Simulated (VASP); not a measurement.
# Y (Im-3m) in VASP: single point with PBE

Aim: the single point of Y with PBE.

Program: VASP 6.6.1. These are calculated values, not measurements. Logs are shortened: lines on timing, memory, paths and dates and some standing lists are left out, and cuts for length are marked.

**1. The structure**

Symmetry: Im-3m, No. 229, cubic system. The conventional cell has a = 4.039 Å, b = 4.039 Å, c = 4.039 Å, α = 90.00°, β = 90.00°, γ = 90.00°. Around Y (site symmetry m-3m) lie 8 Y at 3.50 Å.

The cell was built by a generator and needn't be a form met in nature.

**2. Single point, PBE**

Contents of INCAR:

```
SYSTEM = Y
PREC     = Accurate       ! precision mode
ENCUT    = 520            ! plane-wave cutoff, eV
EDIFF    = 1E-6           ! SCF threshold, eV
ISMEAR   = 0              ! smearing method
SIGMA    = 0.05           ! smearing width, eV
LREAL    = .False.        ! projectors in reciprocal space
LASPH    = .True.         ! aspherical terms in the spheres
NELM     = 100            ! most SCF steps
ALGO     = Normal         ! electronic algorithm
ISIF     = 2              ! what is computed and relaxed
LWAVE    = .False.        ! write WAVECAR
LCHARG   = .False.        ! write CHGCAR
GGA      = PE             ! functional
NBANDS   = 12             ! bands
```

Contents of KPOINTS:

```
Automatic mesh
0
Gamma
  8 8 8
  0 0 0
```

Contents of POSCAR:

```
Y
1.0
   -2.0195363156      2.0195363156      2.0195363156
    2.0195363156     -2.0195363156      2.0195363156
    2.0195363156      2.0195363156     -2.0195363156
Y
1
Direct
    0.0000000000      0.0000000000      0.0000000000
```

Potentials or basis: VASP PAW PBE potentials, release 64 (Y_sv).

Run with:

```bash
$ cat potpaw_PBE.64/Y_sv/POTCAR > POTCAR
$ mpirun -np 1 vasp_std > vasp.out
```

OUTCAR:

```text
SYSTEM = Y
   PREC = Accurate
   ENCUT = 520
   EDIFF = 1E-6
   ISMEAR = 0
   LREAL = .False.
   LASPH = .True.
   NELM = 100
   ISIF = 2
   GGA = PE

 ion  position               nearest neighbor table
   1  0.000  0.000  0.000-

  LATTYP: Found a body centered cubic cell.
 ALAT       =     4.0390726312

  Lattice vectors:

 A1 = (  -2.0195363156,   2.0195363156,   2.0195363156)
 A2 = (   2.0195363156,  -2.0195363156,   2.0195363156)
 A3 = (   2.0195363156,   2.0195363156,  -2.0195363156)

Analysis of symmetry for initial positions (statically):
=====================================================================
 Subroutine PRICEL returns:
 Original cell was already a primitive cell.

 Routine SETGRP: Setting up the symmetry group for a
 body centered cubic supercell.

 Subroutine GETGRP returns: Found 48 space group operations
 (whereof 48 operations were pure point group operations)
 out of a pool of 48 trial point group operations.

The static configuration has the point symmetry O_h .

Analysis of symmetry for dynamics (positions and initial velocities):
=====================================================================
 Subroutine PRICEL returns:
 Original cell was already a primitive cell.

 Routine SETGRP: Setting up the symmetry group for a
 body centered cubic supercell.

 Subroutine GETGRP returns: Found 48 space group operations
 (whereof 48 operations were pure point group operations)
 out of a pool of 48 trial point group operations.

The dynamic configuration has the point symmetry O_h .

 Subroutine INISYM returns: Found 48 space group operations
 (whereof 48 operations are pure point group operations),
 and found     1 'primitive' translations

----------------------------------------------------------------------------------------

                                     Primitive cell

  volume of cell :      32.9469

  direct lattice vectors                    reciprocal lattice vectors
    -2.019536316  2.019536316  2.019536316     0.000000000  0.247581584  0.247581584
     2.019536316 -2.019536316  2.019536316     0.247581584  0.000000000  0.247581584
     2.019536316  2.019536316 -2.019536316     0.247581584  0.247581584  0.000000000

  length of vectors
     3.497939506  3.497939506  3.497939506     0.350133234  0.350133234  0.350133234

  position of ions in fractional coordinates (direct lattice)
     0.000000000  0.000000000  0.000000000

  ion indices of the primitive-cell ions
   primitive index   ion index
                 1           1

----------------------------------------------------------------------------------------

 KPOINTS: Automatic mesh

Automatic generation of k-mesh.
 Grid dimensions read from file:
 generate k-points for:    8    8    8

 Generating k-lattice:

  Cartesian coordinates                     Fractional coordinates (reciprocal lattice)
     0.000000000  0.030947698  0.030947698     0.125000000  0.000000000  0.000000000
     0.030947698  0.000000000  0.030947698     0.000000000  0.125000000  0.000000000
     0.030947698  0.030947698  0.000000000     0.000000000  0.000000000  0.125000000

  Length of vectors
     0.043766654  0.043766654  0.043766654

  Shift w.r.t. Gamma in fractional coordinates (k-lattice)
     0.000000000  0.000000000  0.000000000

 Subroutine IBZKPT returns following result:
 ===========================================

 Found     29 irreducible k-points:

 Following reciprocal coordinates:
            Coordinates               Weight
  0.000000  0.000000  0.000000      1.000000
  0.125000  0.000000  0.000000     12.000000
  0.250000  0.000000  0.000000     12.000000
  0.375000  0.000000  0.000000     12.000000
  0.500000  0.000000  0.000000      6.000000
  0.125000  0.125000  0.000000     24.000000
[... 16 lines left out ...]
 -0.250000  0.250000  0.250000      6.000000
 -0.375000  0.375000  0.250000     24.000000
 [... further k-points ...]
   k-points           NKPTS =     29   k-points in BZ     NKDIM =     29   number of bands    NBANDS=     12
   number of dos      NEDOS =    301   number of ions     NIONS =      1
   total plane-waves  NPLWV =  21952
   dimension x,y,z NGX =    28 NGY =   28 NGZ =   28
   dimension x,y,z NGXF=    56 NGYF=   56 NGZF=   56
   ions per type =               1
   NGX,Y,Z   is equivalent  to a cutoff of  13.31, 13.31, 13.31 a.u.
   NGXF,Y,Z  is equivalent  to a cutoff of  26.62, 26.62, 26.62 a.u.
 SYSTEM =  Y
   PREC   = accura    normal or accurate (medium, high low for compatibility)
   ISTART =      0    job   : 0-new  1-cont  2-samecut
   ICHARG =      2    charge: 1-file 2-atom 10-const
   ISPIN  =      1    spin polarized calculation?
   LNONCOLLINEAR =      F non collinear calculations
   LSORBIT =      F    spin-orbit coupling
   LASPH  =      T    aspherical Exc in radial PAW
   ENCUT  =  520.0 eV  38.22 Ry    6.18 a.u.   6.50  6.50  6.50*2*pi/ulx,y,z
   NELM   =    100;   NELMIN=  2; NELMDL= -5     # of ELM steps
   EDIFF  = 0.1E-05   stopping-criterion for ELM
   LREAL  =      F    real-space projection
   EDIFFG = 0.1E-04   stopping-criterion for IOM
   NSW    =      0    number of steps for IOM
   IBRION =     -1    ionic relax: 0-MD 1-quasi-New 2-CG
   NFREE  =      0    steps in history (QN), initial steepest desc. (CG)
   ISIF   =      2    stress and relaxation
   ISYM   =      2    0-nonsym 1-usesym 2-fastsym
   POTIM  = 0.5000    time-step for ionic-motion
   TEBEG  =    0.0;   TEEND  =   0.0 temperature during run
   PSTRESS=    0.0 pullay stress
   NELECT =      11.0000    total number of electrons
   NUPDOWN=      -1.0000    fix difference up-down
   EMIN   =  10.00;   EMAX   =-10.00  energy-range for DOS
   EFERMI =   0.00;   METHOD = LEGACY
   ISMEAR =     0;   SIGMA  =   0.05  broadening in eV -4-tet -1-fermi 0-gaus
   EFERMI_NEDOS =   21; number of points for ismear=-14 and -15
   IALGO  =     38    algorithm
   IMIX   =      4    mixing-type and parameters
     AMIX     =   0.40;   BMIX     =  1.00
     AMIX_MAG =   1.60;   BMIX_MAG =  1.00
  volume/ion in A,a.u.               =      32.95       222.34
  Fermi-wavevector in a.u.,A,eV,Ry     =   1.135710  2.146180 17.549296  1.289837
  Thomas-Fermi vector in A             =   2.272415
   LORBIT       =      0    0 simple, 1 ext, 2 COOP (PROOUT), +10 PAW based schemes
   GGA     = PE    functional components
   LHFCALC =     F    Hartree Fock is set to
   AEXX    =    0.0000 exact exchange contribution
   IVDW    =     0    specifies the selected vdW correction
   LEPSILON=     F    determine dielectric tensor
   LRPA    =     F    only Hartree local field effects (RPA)
 non-spin polarized calculation
 Gauss-broadening in eV      SIGMA  =   0.05
  energy-cutoff  :      520.00
  volume of cell :       32.95
 maximum number of plane-waves:       935
 NGX is ok and might be reduce to    28
   NGX = 13   NGY = 13   NGZ = 13

 number of electron      11.0000001 magnetization

 Free energy of the ion-electron system (eV)
  ---------------------------------------------------
  ext. energy  EPLUGINS =         0.00000000
  ---------------------------------------------------
  free energy    TOTEN  =        -6.30860905 eV

  energy without entropy =       -6.30453165  energy(sigma->0) =       -6.30657035

 E-fermi :   3.1305     XC(G=0):  -9.4181

 val. band max:        3.1155997881   @ k =  -0.3750  -0.3750   0.1250
 cond. band min:       3.1609229182   @ k =   0.2500   0.1250   0.1250
 fundamental gap:      0.0453231301
 Fermi energy:         3.1305081124

 k-point     1 :       0.0000    0.0000    0.0000
  band No.  band energies     occupation
      1     -39.7441      2.00000
      2     -19.4424      2.00000
      3     -19.4424      2.00000
      4     -19.4424      2.00000
      5      -1.6880      2.00000
      6       4.7809      0.00000
      7       4.7809      0.00000
      8       4.7809      0.00000
      9       6.6904      0.00000
     10       6.6904      0.00000
     11      13.3621      0.00000
     12      13.3621      0.00000

 k-point     2 :       0.1250    0.0000    0.0000
  band No.  band energies     occupation
      1     -39.7345      2.00000
      2     -19.5258      2.00000
      3     -19.4685      2.00000
      4     -19.4428      2.00000
      5      -1.2899      2.00000
      6       4.5031      0.00000
      7       4.6077      0.00000
      8       5.1686      0.00000
      9       6.3562      0.00000
     10       6.6902      0.00000
     11      13.6702      0.00000
     12      14.1130      0.00000

 k-point     3 :       0.2500    0.0000    0.0000
  band No.  band energies     occupation
      1     -39.7111      2.00000
      2     -19.7211      2.00000
      3     -19.5307      2.00000
      4     -19.4438      2.00000
      5      -0.2590      2.00000
      6       3.9384      0.00000
      7       3.9489      0.00000
      8       6.2745      0.00000
      9       6.3461      0.00000
     10       6.7875      0.00000
     11      13.3068      0.00000
     12      14.0167      0.00000

 k-point     4 :       0.3750    0.0000    0.0000
  band No.  band energies     occupation
      1     -39.6877      2.00000
      2     -19.9086      2.00000
      3     -19.5920      2.00000
      4     -19.4448      2.00000
      5       0.8016      2.00000
      6       3.4726      0.00000
      7       3.6125      0.00000
      8       6.6150      0.00000
      9       7.0622      0.00000
     10       7.8588      0.00000
     11      11.8850      0.00000
     12      11.9648      0.00000

 k-point     5 :       0.5000    0.0000    0.0000
  band No.  band energies     occupation
      1     -39.6779      2.00000
      2     -19.9842      2.00000
      3     -19.6171      2.00000
      4     -19.4453      2.00000
      5       1.1331      2.00000
      6       3.3000      0.00000
      7       3.8534      0.00000
      8       6.6213      0.00000
      9       7.2629      0.00000
     10       8.9125      0.00000
     11      11.0493      0.00000
     12      11.2006      0.00000
[... 228 lines left out ...]
      1     -39.6599      2.00000
      2     -19.8338      2.00000
      3     -19.8338      2.00000
      4     -19.5473      2.00000
      5       2.6795      2.00000
      6       2.6795      2.00000
      7       3.1156      1.32673
      8       6.8073      0.00000
      9       6.8073      0.00000
     10       9.6665      0.00000
     11      10.9321      0.00000
     12      10.9321      0.00000

 k-point    22 :       0.2500    0.2500    0.2500
  band No.  band energies     occupation
      1     -39.6734      2.00000
      2     -19.7120      2.00000
      3     -19.7120      2.00000
      4     -19.7120      2.00000
      5       2.9466      2.00000
      6       2.9466      2.00000
      7       2.9466      2.00000
      8       7.3652      0.00000
      9       7.3652      0.00000
     10       8.1714      0.00000
     11      11.5728      0.00000
     12      11.5728      0.00000

 k-point    23 :      -0.2500    0.2500    0.2500
  band No.  band energies     occupation
      1     -39.6825      2.00000
      2     -19.7312      2.00000
      3     -19.6265      2.00000
      4     -19.6265      2.00000
      5       0.9185      2.00000
      6       3.5141      0.00000
      7       4.8677      0.00000
      8       4.8677      0.00000
      9       6.2499      0.00000
     10       7.2229      0.00000
     11      12.9087      0.00000
     12      15.3903      0.00000

 k-point    24 :      -0.3750    0.3750    0.2500
  band No.  band energies     occupation
      1     -39.6622      2.00000
      2     -19.8452      2.00000
      3     -19.6928      2.00000
      4     -19.6423      2.00000
      5       1.7630      2.00000
      6       2.7396      2.00000
      7       4.8764      0.00000
      8       5.2401      0.00000
      9       7.2459      0.00000
     10       7.5146      0.00000
     11      12.2552      0.00000
     12      13.4614      0.00000

 [... further k-points ...]

------------------------ aborting loop because EDIFF is reached ----------------------------------------

  FORCE on cell =-STRESS in cart. coord.  units (eV):
  Direction    XX          YY          ZZ          XY          YZ          ZX
  --------------------------------------------------------------------------------------
  -------------------------------------------------------------------------------------
  Total       -0.0052743     -0.0052743     -0.0052743      0.0000000     -0.0000000      0.0000000
  in kB       -0.2564833     -0.2564833     -0.2564833      0.0000000     -0.0000000      0.0000000
  external PRESSURE =      -0.2564833 kB  Pullay stress =       0.0000000 kB

 VOLUME and BASIS-vectors are now :
 -----------------------------------------------------------------------------
  energy-cutoff  :      520.00
  volume of cell :       32.95
      direct lattice vectors                 reciprocal lattice vectors
    -2.019536316  2.019536316  2.019536316     0.000000000  0.247581584  0.247581584
     2.019536316 -2.019536316  2.019536316     0.247581584  0.000000000  0.247581584
     2.019536316  2.019536316 -2.019536316     0.247581584  0.247581584  0.000000000

 POSITION                                       TOTAL-FORCE (eV/Angst)
 -----------------------------------------------------------------------------------
      0.00000      0.00000      0.00000         0.000000      0.000000      0.000000
 -----------------------------------------------------------------------------------
    total drift:                               -0.000000     -0.000000     -0.000000

  FREE ENERGIE OF THE ION-ELECTRON SYSTEM (eV)
  ---------------------------------------------------
  free  energy   TOTEN  =        -6.3086090515 eV

  energy  without entropy=       -6.3045316510  energy(sigma->0) =       -6.30657035
```

Run time: 12 s. Hardware: 1 thread of Intel Xeon Platinum 8259CL at 2.50GHz (Skylake/Cascade Lake), shared host; peak memory 0.17 GiB.

Results:

| Quantity | Value |
| --- | --- |
| Free energy | -6.3086 eV |
| Pressure | 0.0 GPa |
| Band gap on the k mesh | none (metal or under the smearing width) |

Levels at points of the mesh, in eV from the Fermi level:
| k point | band 1 | band 2 | band 3 | band 4 | band 5 | band 6 | band 7 | band 8 | band 9 | band 10 |
| --- | --- | --- | --- | --- | --- | --- | --- | --- | --- | --- |
| (0.00, 0.00, 0.00) | -42.87 | -22.57 | -22.57 | -22.57 | -4.82 | 1.65 | 1.65 | 1.65 | 3.56 | 3.56 |
| (0.50, 0.00, 0.00) | -42.81 | -23.11 | -22.75 | -22.58 | -2.00 | 0.17 | 0.72 | 3.49 | 4.13 | 5.78 |
| (0.50, 0.50, 0.50) | -42.76 | -22.95 | -22.95 | -22.95 | -1.46 | -1.46 | 5.25 | 5.25 | 5.25 | 5.43 |
